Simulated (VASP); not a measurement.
A run of VASP 6.6.1 is set up as follows.

File INCAR:

```
  PREC = Accurate
  ENCUT = 500
  EDIFF = 1E-6
  ISMEAR = 0
  SIGMA = 0.01
  LREAL = False
  LASPH = True
  NELM = 120
  ALGO = Normal
  ISIF = 2
  LWAVE = False
  LCHARG = True
  GGA = PS
  LELF = True
  LVHAR = True
  NBANDS = 16
  GGA_COMPAT = False
```

KPOINTS

```
Automatic mesh
0
Gamma
  6 6 6
```

File POSCAR:

```
CdTe
1.0
    0.0000000000      3.2448958098      3.2448958098
    3.2448958098      0.0000000000      3.2448958098
    3.2448958098      3.2448958098      0.0000000000
Cd Te
1 1
Direct
    0.0000000000      0.0000000000      0.0000000000
    0.2500000000      0.2500000000      0.2500000000
```

Potentials or basis: VASP PAW PBE potentials, release 64 (Cd, Te).

Command:

```sh
$ cat potpaw_PBE.64/Cd/POTCAR potpaw_PBE.64/Te/POTCAR > POTCAR
$ mpirun -np 1 vasp_std > vasp.out
```

Question: Predict the pressure.

Answer: 0.2 GPa.

Question: Predict the band gap on the k mesh.

Answer: 0.65 eV.

Caveat: the PAW data sets were made with another functional, which shifts forces and pressure a little; spin-orbit coupling is left out, which moves the levels of the heavy elements.

**The experiment to reproduce.**

From a printed reference work, data compilation, for a bulk crystal of CdTe at 0 K: band gap 1.607 eV.

Against the measured gap of CdTe, 1.607 eV (0 K; a printed reference work, data compilation), the calculated 0.65 eV is off by -0.96 eV. Spin-orbit coupling on Cd, Te is left out. The value is that of PBEsol, without temperature or zero-point motion. Semilocal functionals fall short of measured gaps as a rule.
